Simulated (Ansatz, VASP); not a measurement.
## One calculation of AlN, two programs

The input POSCAR:

```
AlN
1.0
    0.0000000000      1.9836550500      1.9836550500
    1.9836550500      0.0000000000      1.9836550500
    1.9836550500      1.9836550500      0.0000000000
Al N
1 1
Direct
    0.5000000000      0.5000000000      0.5000000000
    0.0000000000      0.0000000000      0.0000000000
```

File INCAR.step1:

```
SYSTEM = AlN
  PREC = Accurate
  ENCUT = 520
  ISMEAR = 0
  SIGMA = 0.05
  LREAL = .False.
  LASPH = .True.
  NELM = 80
  NBANDS = 11
  GGA = PE
  ALGO = Normal
  EDIFF = 1E-4
  LWAVE = .True.
  LCHARG = .False.
```

The input INCAR.step2:

```
SYSTEM = AlN
  PREC = Accurate
  ENCUT = 520
  EDIFF = 1E-7
  ISMEAR = 0
  SIGMA = 0.05
  LREAL = .False.
  LASPH = .True.
  NELM = 80
  ALGO = Normal
  ISIF = 2
  LWAVE = .False.
  LCHARG = .False.
  METAGGA = R2SCAN
  LMIXTAU = .True.
  NBANDS = 11
  ISTART = 1
```

KPOINTS

```
Automatic mesh
0
Gamma
  10 10 10
  0 0 0
```

Input for Ansatz:

```yaml
crystal:
  lattice:
    - [0.0, 1.98365505, 1.98365505]
    - [1.98365505, 0.0, 1.98365505]
    - [1.98365505, 1.98365505, 0.0]
  atoms:
    - { symbol: Al, position: [0.5, 0.5, 0.5] }
    - { symbol: "N", position: [0.0, 0.0, 0.0] }
basis:
  ecutwfc: 500
kpoints:
  mp_grid: { grid: [10, 10, 10] }
hamiltonian:
  xc: r2scan
scf:
  occupations: { method: gaussian, width: 0.05 }
output:
  forces: true
  stress: true
  eigenvalues: true
```

Change from the starting cell: strain -0.025 along x and y, -0.025 along z, atoms carried along.

Alike in both runs: task single point; functional r2SCAN; k mesh 10 × 10 × 10; occupations gaussian, width 0.05 eV; no spin polarisation.

```csv
,VASP,Ansatz
version,VASP 6.6.1,Ansatz 0.2.0
potentials or method,"VASP PAW PBE potentials, release 64 (Al, N)","scalar-relativistic, plane waves, PAW"
plane-wave cutoff (eV),520,500
valence electrons in the cell,8,8
```

Ansatz gave:

- gap on the k mesh at the Fermi level (eV): 5.92
- least direct gap on the mesh (eV): 7.34
- pressure (GPa): 16.2

Question: What did VASP give for the same quantities?

Answer: gap on the k mesh at the Fermi level (eV): 5.88; least direct gap on the mesh (eV): 7.40; pressure (GPa): 15.3.

Caveats: so large a pressure means that the cell lies far from this level's equilibrium, or that cutoff or potentials fall short (VASP); the potentials were made for another functional, which shifts forces and pressure (VASP). A k mesh can miss the band edges.
